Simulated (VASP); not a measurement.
# Zn: equation of state with LDA

The system is Zn.

```xyz
2
Lattice="2.5696 0.0000 0.0000 -1.2848 2.2254 0.0000 0.0000 0.0000 4.7907" Properties=species:S:1:pos:R:3 pbc="T T T"
Zn    1.2848    0.7418    3.5931
Zn    0.0000    1.4836    1.1977
```

```yaml
Program: VASP 6.6.1
Task: equation of state
Functional: LDA
Potentials_or_basis: VASP PAW LDA potentials, release 64 (Zn)
Cutoff: 520 eV
k_mesh: 10 × 10 × 6
Occupations: fermi-dirac, width 0.05 eV
Spin: no spin polarisation
Ladder: gaps
Further_INCAR_settings: ALGO = Fast; EDIFF = 1e-07
```

* Equilibrium volume: 13.70 Å³/atom
* Bulk modulus at fixed shape and positions: 105 GPa
* Pressure derivative of the bulk modulus: 5.0 (rough: it moves with the points fitted)

Energy against volume, from the lowest point:
```tsv
volume (Å³/atom)	energy (meV/atom)
13.150	7.95
13.424	1.95
13.698	0.00
13.972	1.63
14.245	6.45
```

All runs of the series together: 92 s on 1 thread of Intel(R) Xeon(R) Platinum 8488C (Sapphire Rapids), on a shared host.

Caveat: the cell was scaled at fixed shape and fractional positions, which overstates the stiffness of a crystal with free parameters, most of all of layers and chains.
